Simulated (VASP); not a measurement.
# CaB (P1) in VASP: density of states with PBE

Aim: the density of states of CaB with PBE.

Everything below comes from runs of VASP 6.6.1. Logs are shortened: lines on timing, memory, paths and dates and some standing lists are left out, and cuts for length are marked.

### Step 1. Starting point

The typed cell holds 8 atoms: a = 3.996 Å, b = 6.368 Å, c = 6.001 Å, α = 89.27°, β = 89.17°, γ = 70.61°.

The cell was built by a generator and needn't be a form met in nature.

### Step 2. Density of states, PBE

POSCAR

```
CaB
1.0
    3.9958880600     -0.0385504600     -0.0288670700
    2.0554547900     -6.0268586700     -0.0403515100
    0.0430661600     -0.0259179800     -6.0009276200
Ca B
4 4
Direct
    0.4492400000      0.1046060000      0.7562000000
    0.5545700000      0.8879810000      0.2544950000
    0.7292370000      0.5484750000      0.7470090000
    0.2886100000      0.4535180000      0.2447330000
    0.0981800000      0.8126970000      0.9372810000
    0.9048260000      0.1960900000      0.4446250000
    0.9025670000      0.1903620000      0.0579700000
    0.0931100000      0.8019260000      0.5582120000
```

INCAR.step1

```
PREC     = Accurate       # precision mode
ENCUT    = 520            # plane-wave cutoff, eV
EDIFF    = 1E-7           # SCF threshold, eV
ISMEAR   = -1             # smearing method
SIGMA    = 0.1            # smearing width, eV
LREAL    = False          # projectors in reciprocal space
LASPH    = True           # aspherical terms in the spheres
NELM     = 100            # most SCF steps
ALGO     = Fast           # electronic algorithm
ISIF     = 2              # what is computed and relaxed
LWAVE    = False          # write WAVECAR
LCHARG   = True           # write CHGCAR
GGA      = PE             # functional
NBANDS   = 36             # bands
```

KPOINTS.step1

```
Automatic mesh
0
Gamma
  5 3 3
  0 0 0.5
```

INCAR.step2

```
PREC     = Accurate       # precision mode
ENCUT    = 520            # plane-wave cutoff, eV
EDIFF    = 1E-7           # SCF threshold, eV
ISMEAR   = -5             # smearing method
SIGMA    = 0.1            # smearing width, eV
LREAL    = False          # projectors in reciprocal space
LASPH    = True           # aspherical terms in the spheres
NELM     = 100            # most SCF steps
ALGO     = Fast           # electronic algorithm
ISIF     = 2              # what is computed and relaxed
LWAVE    = False          # write WAVECAR
LCHARG   = False          # write CHGCAR
GGA      = PE             # functional
LORBIT   = 10             # projections on sites
NBANDS   = 36             # bands
NEDOS    = 1001           # points of the DOS
ICHARG   = 11             # starting density
```

KPOINTS.step2

```
regular mesh
0
Gamma
  8 5 5
```

Potentials or basis: VASP PAW PBE potentials, release 64 (Ca_sv, B).

Run with:

```sh
> cat potpaw_PBE.64/Ca_sv/POTCAR potpaw_PBE.64/B/POTCAR > POTCAR
> cp INCAR.step1 INCAR
> cp KPOINTS.step1 KPOINTS
> mpirun -np 1 vasp_std > vasp.out
> cp INCAR.step2 INCAR
> cp KPOINTS.step2 KPOINTS
> mpirun -np 1 vasp_std > vasp.out
```

OUTCAR:

```text
PREC = Accurate
   ENCUT = 520
   EDIFF = 1E-7
   ISMEAR = -5
   LREAL = False
   LASPH = True
   NELM = 100
   ISIF = 2
   GGA = PE
   LORBIT = 10
   ICHARG = 11

 ion  position               nearest neighbor table
   1  0.449  0.105  0.756-
   2  0.555  0.888  0.254-
   3  0.729  0.548  0.747-
   4  0.289  0.454  0.245-
   5  0.098  0.813  0.937-
   6  0.905  0.196  0.445-
   7  0.903  0.190  0.058-
   8  0.093  0.802  0.558-

  Warning from LATTYP: Got some problem with cell dimensions!
  Tried to take original basis but could not verify dimensions!
  LATTYP: Found a triclinic cell.
 ALAT       =     3.9961782785
 B/A-ratio  =     2.1031970745
 C/A-ratio  =     2.6375337610
 COS(alpha) =     0.0004737134
 COS(beta)  =     0.5879074704
 COS(gamma) =     0.6994400951

  Lattice vectors:

 A1 = (  -3.9958880600,   0.0385504600,   0.0288670700)
 A2 = (  -5.9363213300,  -5.9497577500,   0.0173826300)
 A3 = (  -6.0944090100,   6.0913271100,   6.0701462000)

Analysis of symmetry for initial positions (statically):
=====================================================================
 Subroutine PRICEL returns:
 Original cell was already a primitive cell.

 Routine SETGRP: Setting up the symmetry group for a
 triclinic supercell.

 Subroutine GETGRP returns: Found  1 space group operations
 (whereof  1 operations were pure point group operations)
 out of a pool of  2 trial point group operations.

The static configuration has the point symmetry C_1 .

Analysis of symmetry for dynamics (positions and initial velocities):
=====================================================================
 Subroutine PRICEL returns:
 Original cell was already a primitive cell.

 Routine SETGRP: Setting up the symmetry group for a
 triclinic supercell.

 Subroutine GETGRP returns: Found  1 space group operations
 (whereof  1 operations were pure point group operations)
 out of a pool of  2 trial point group operations.

The dynamic configuration has the point symmetry C_1 .

 Subroutine INISYM returns: Found  1 space group operations
 (whereof  1 operations are pure point group operations),
 and found     1 'primitive' translations

----------------------------------------------------------------------------------------

                                     Primitive cell

  volume of cell :     144.0327

  direct lattice vectors                    reciprocal lattice vectors
     3.995888060 -0.038550460 -0.028867070     0.251093684  0.085625689  0.001432178
     2.055454790 -6.026858670 -0.040351510    -0.001600958 -0.166474660  0.000707514
     0.043066160 -0.025917980 -6.000927620    -0.001197105  0.000707514 -0.166652550

  length of vectors
     3.996178279  6.367852705  6.001138120     0.265295774  0.166483861  0.166658352

  position of ions in fractional coordinates (direct lattice)
     0.449240000  0.104606000  0.756200000
     0.554570000  0.887981000  0.254495000
     0.729237000  0.548475000  0.747009000
     0.288610000  0.453518000  0.244733000
     0.098180000  0.812697000  0.937281000
     0.904826000  0.196090000  0.444625000
     0.902567000  0.190362000  0.057970000
     0.093110000  0.801926000  0.558212000

  ion indices of the primitive-cell ions
   primitive index   ion index
                 1           1
                 2           2
                 3           3
                 4           4
                 5           5
                 6           6
                 7           7
                 8           8

----------------------------------------------------------------------------------------

 KPOINTS: regular mesh

Automatic generation of k-mesh.
 Grid dimensions read from file:
 generate k-points for:    8    5    5

 Generating k-lattice:

  Cartesian coordinates                     Fractional coordinates (reciprocal lattice)
     0.031386710  0.010703211  0.000179022     0.125000000 -0.000000000  0.000000000
    -0.000320192 -0.033294932  0.000141503     0.000000000  0.200000000  0.000000000
    -0.000239421  0.000141503 -0.033330510     0.000000000  0.000000000  0.200000000

  Length of vectors
     0.033161972  0.033296772  0.033331670

  Shift w.r.t. Gamma in fractional coordinates (k-lattice)
     0.000000000  0.000000000  0.000000000

 TETIRR: Found    598 inequivalent tetrahedra from     1200

 Subroutine IBZKPT returns following result:
 ===========================================

 Found    101 irreducible k-points:

 Following reciprocal coordinates:
            Coordinates               Weight
  0.000000  0.000000  0.000000      1.000000
  0.125000  0.000000  0.000000      2.000000
  0.250000  0.000000  0.000000      2.000000
  0.375000  0.000000 -0.000000      2.000000
  0.500000  0.000000  0.000000      1.000000
 -0.000000  0.200000  0.000000      2.000000
[... 16 lines left out ...]
  0.125000  0.000000  0.200000      2.000000
  0.250000  0.000000  0.200000      2.000000
 [... further k-points ...]
   k-points           NKPTS =    101   k-points in BZ     NKDIM =    101   number of bands    NBANDS=     36
   number of dos      NEDOS =   1001   number of ions     NIONS =      8
   total plane-waves  NPLWV =  69120
   dimension x,y,z NGX =    30 NGY =   48 NGZ =   48
   dimension x,y,z NGXF=    60 NGYF=   96 NGZF=   96
   ions per type =               4   4
   NGX,Y,Z   is equivalent  to a cutoff of  12.48, 12.53, 13.30 a.u.
   NGXF,Y,Z  is equivalent  to a cutoff of  24.96, 25.06, 26.59 a.u.
 SYSTEM =  unknown system
   PREC   = accura    normal or accurate (medium, high low for compatibility)
   ISTART =      0    job   : 0-new  1-cont  2-samecut
   ICHARG =     11    charge: 1-file 2-atom 10-const
   ISPIN  =      1    spin polarized calculation?
   LNONCOLLINEAR =      F non collinear calculations
   LSORBIT =      F    spin-orbit coupling
   LASPH  =      T    aspherical Exc in radial PAW
   ENCUT  =  520.0 eV  38.22 Ry    6.18 a.u.   7.43 11.84 11.16*2*pi/ulx,y,z
   NELM   =    100;   NELMIN=  2; NELMDL=  0     # of ELM steps
   EDIFF  = 0.1E-06   stopping-criterion for ELM
   LREAL  =      F    real-space projection
   EDIFFG = 0.1E-05   stopping-criterion for IOM
   NSW    =      0    number of steps for IOM
   IBRION =     -1    ionic relax: 0-MD 1-quasi-New 2-CG
   NFREE  =      0    steps in history (QN), initial steepest desc. (CG)
   ISIF   =      2    stress and relaxation
   ISYM   =      2    0-nonsym 1-usesym 2-fastsym
   POTIM  = 0.5000    time-step for ionic-motion
   TEBEG  =    0.0;   TEEND  =   0.0 temperature during run
   PSTRESS=    0.0 pullay stress
   NELECT =      52.0000    total number of electrons
   NUPDOWN=      -1.0000    fix difference up-down
   EMIN   =  10.00;   EMAX   =-10.00  energy-range for DOS
   EFERMI =   0.00;   METHOD = LEGACY
   ISMEAR =    -5;   SIGMA  =   0.10  broadening in eV -4-tet -1-fermi 0-gaus
   EFERMI_NEDOS =   21; number of points for ismear=-14 and -15
   IALGO  =     68    algorithm
   IMIX   =      4    mixing-type and parameters
     AMIX     =   0.40;   BMIX     =  1.00
     AMIX_MAG =   1.60;   BMIX_MAG =  1.00
  volume/ion in A,a.u.               =      18.00       121.50
  Fermi-wavevector in a.u.,A,eV,Ry     =   1.165706  2.202864 18.488547  1.358870
  Thomas-Fermi vector in A             =   2.302228
   LORBIT       =     10    0 simple, 1 ext, 2 COOP (PROOUT), +10 PAW based schemes
   GGA     = PE    functional components
   LHFCALC =     F    Hartree Fock is set to
   AEXX    =    0.0000 exact exchange contribution
   IVDW    =     0    specifies the selected vdW correction
   LEPSILON=     F    determine dielectric tensor
   LRPA    =     F    only Hartree local field effects (RPA)
 non-spin polarized calculation
 RMM-DIIS sequential band-by-band and
 Fermi weights with tetrahedron method with Bloechl corrections
  energy-cutoff  :      520.00
  volume of cell :      144.03
 maximum number of plane-waves:      3896
 NGX is ok and might be reduce to    30

 number of electron      52.0000004 magnetization

 Free energy of the ion-electron system (eV)
  ---------------------------------------------------
  ext. energy  EPLUGINS =         0.00000000
  ---------------------------------------------------
  free energy    TOTEN  =       -30.03103039 eV

  energy without entropy =      -30.03103039  energy(sigma->0) =      -30.03103039

 E-fermi :   3.1814     XC(G=0):  -9.7307

 val. band max:        3.2060550650   @ k =  -0.2500   0.2000   0.2000
 cond. band min:       3.1394906403   @ k =   0.5000  -0.4000   0.4000
 fundamental gap:     -0.0665644247
 Fermi energy:         3.1814277002

 k-point     1 :       0.0000    0.0000    0.0000
  band No.  band energies     occupation
      1     -36.7925      2.00000
      2     -36.7386      2.00000
      3     -36.7016      2.00000
      4     -36.6287      2.00000
      5     -18.0898      2.00000
      6     -18.0376      2.00000
[... 28 lines left out ...]
     35       7.4093      0.00000
     36       7.5454      0.00000

 k-point     2 :       0.1250    0.0000    0.0000
  band No.  band energies     occupation
      1     -36.7899      2.00000
      2     -36.7379      2.00000
      3     -36.7023      2.00000
      4     -36.6289      2.00000
      5     -18.0800      2.00000
      6     -18.0284      2.00000
[... 28 lines left out ...]
     35       7.5520      0.00000
     36       7.8258      0.00000

 k-point     3 :       0.2500    0.0000    0.0000
  band No.  band energies     occupation
      1     -36.7831      2.00000
      2     -36.7364      2.00000
      3     -36.7042      2.00000
      4     -36.6294      2.00000
      5     -18.0594      2.00000
      6     -18.0050      2.00000
[... 28 lines left out ...]
     35       7.7152      0.00000
     36       7.8813      0.00000
[... 742 lines left out ...]
 k-point    23 :       0.1250    0.0000    0.2000
  band No.  band energies     occupation
      1     -36.7879      2.00000
      2     -36.7392      2.00000
      3     -36.7013      2.00000
      4     -36.6307      2.00000
      5     -18.0914      2.00000
      6     -18.0299      2.00000
[... 28 lines left out ...]
     35       7.3251      0.00000
     36       7.6644      0.00000

 k-point    24 :       0.2500    0.0000    0.2000
  band No.  band energies     occupation
      1     -36.7818      2.00000
      2     -36.7368      2.00000
      3     -36.7033      2.00000
      4     -36.6313      2.00000
      5     -18.0723      2.00000
      6     -18.0154      2.00000
[... 28 lines left out ...]
     35       7.5887      0.00000
     36       7.8977      0.00000

 [... further k-points ...]

------------------------ aborting loop because EDIFF is reached ----------------------------------------

  FORCE on cell =-STRESS in cart. coord.  units (eV):
  Direction    XX          YY          ZZ          XY          YZ          ZX
  --------------------------------------------------------------------------------------
  -------------------------------------------------------------------------------------
  Total        0.3719330     -0.8126212     -2.3233897      0.8066716     -0.6291515      0.6489826
  in kB        4.1372731     -9.0393600    -25.8447054      8.9731789     -6.9984967      7.2190923
  external PRESSURE =     -10.2489308 kB  Pullay stress =       0.0000000 kB

 VOLUME and BASIS-vectors are now :
 -----------------------------------------------------------------------------
  energy-cutoff  :      520.00
  volume of cell :      144.03
      direct lattice vectors                 reciprocal lattice vectors
     3.995888060 -0.038550460 -0.028867070     0.251093684  0.085625689  0.001432178
     2.055454790 -6.026858670 -0.040351510    -0.001600958 -0.166474660  0.000707514
     0.043066160 -0.025917980 -6.000927620    -0.001197105  0.000707514 -0.166652550

 POSITION                                       TOTAL-FORCE (eV/Angst)
 -----------------------------------------------------------------------------------
      2.04269     -0.66736     -4.55509         0.045541      0.318143      0.246394
      4.05216     -5.37971     -1.57905         0.015888     -0.595494      0.018356
      4.07349     -3.35305     -4.52593         0.014874     -0.192871     -0.036568
      2.09598     -2.75076     -1.49526        -0.236657      0.414228     -0.142155
      2.10314     -4.92609     -5.66018        -0.076761     -1.303105      1.802035
      4.03779     -1.22821     -2.70219        -0.023782      1.387581      1.891901
      4.00033     -1.18358     -0.38161         0.095197      1.421650     -1.816116
      2.04442     -4.85115     -3.38484         0.165699     -1.450131     -1.963848
 -----------------------------------------------------------------------------------
    total drift:                                0.000684     -0.001565      0.001302

  FREE ENERGIE OF THE ION-ELECTRON SYSTEM (eV)
  ---------------------------------------------------
  free  energy   TOTEN  =       -30.0310303919 eV

  energy  without entropy=      -30.0310303919  energy(sigma->0) =      -30.03103039

 total charge

# of ion       s       p       d       tot
------------------------------------------
    1        2.061   5.865   0.288   8.215
    2        2.061   5.864   0.284   8.209
    3        2.063   5.867   0.275   8.206
    4        2.063   5.866   0.274   8.204
    5        0.711   0.841   0.000   1.551
    6        0.722   0.824   0.000   1.546
    7        0.715   0.839   0.000   1.554
    8        0.718   0.843   0.000   1.561
--------------------------------------------------
tot         11.114  26.810   1.121  39.046
```

It took 15 min on 1 thread of Intel Xeon Platinum 8488C (Sapphire Rapids), shared host; peak memory 0.51 GiB.

Results:

* Valence electrons inside the program's atomic spheres: Ca 8.21, 8.20; B 1.55, 1.56

States per cell in windows of 0.5 eV (zero at the Fermi level; states under -8 eV left out):
```
from (eV)  total  Ca2_d  Ca4_d  Ca1_d  Ca3_d  B6_p  B8_p
     -8.0   0.17   0.00   0.00   0.00   0.00  0.00  0.00
     -7.5   0.83   0.00   0.00   0.00   0.00  0.00  0.00
     -7.0   1.07   0.00   0.00   0.00   0.00  0.00  0.00
     -6.5   1.01   0.01   0.00   0.01   0.00  0.01  0.01
     -6.0   0.93   0.01   0.00   0.01   0.00  0.01  0.01
     -5.5   0.10   0.00   0.00   0.00   0.00  0.00  0.00
     -5.0   1.50   0.01   0.01   0.01   0.01  0.01  0.01
     -4.5   0.72   0.01   0.01   0.01   0.01  0.01  0.01
     -4.0   0.76   0.01   0.01   0.01   0.01  0.01  0.01
     -3.5   0.84   0.01   0.01   0.01   0.01  0.01  0.01
     -3.0   0.46   0.00   0.01   0.00   0.01  0.02  0.02
     -2.5   0.98   0.01   0.01   0.01   0.01  0.05  0.05
     -2.0   1.72   0.02   0.02   0.02   0.02  0.10  0.10
     -1.5   1.77   0.03   0.03   0.03   0.03  0.11  0.11
     -1.0   2.45   0.05   0.05   0.05   0.05  0.15  0.16
     -0.5   4.92   0.13   0.12   0.13   0.12  0.34  0.34
      0.0   2.23   0.08   0.08   0.08   0.08  0.14  0.13
      0.5   1.24   0.06   0.07   0.06   0.07  0.06  0.05
      1.0   1.54   0.09   0.11   0.08   0.11  0.05  0.05
      1.5   2.04   0.13   0.18   0.13   0.18  0.05  0.05
      2.0   1.91   0.17   0.17   0.16   0.16  0.05  0.04
      2.5   1.92   0.22   0.17   0.21   0.16  0.05  0.05
      3.0   1.26   0.15   0.12   0.15   0.12  0.03  0.03
      3.5   2.38   0.25   0.23   0.24   0.22  0.07  0.06
      4.0   2.87   0.32   0.32   0.30   0.31  0.08  0.08
      4.5   2.51   0.34   0.29   0.31   0.28  0.06  0.06
      5.0   0.04   0.01   0.01   0.01   0.01  0.00  0.00
      5.5   0.00   0.00   0.00   0.00   0.00  0.00  0.00
      6.0   0.00   0.00   0.00   0.00   0.00  0.00  0.00
      6.5   0.00   0.00   0.00   0.00   0.00  0.00  0.00
```

Caveat: tetrahedron occupations give inexact forces and stress in metals.
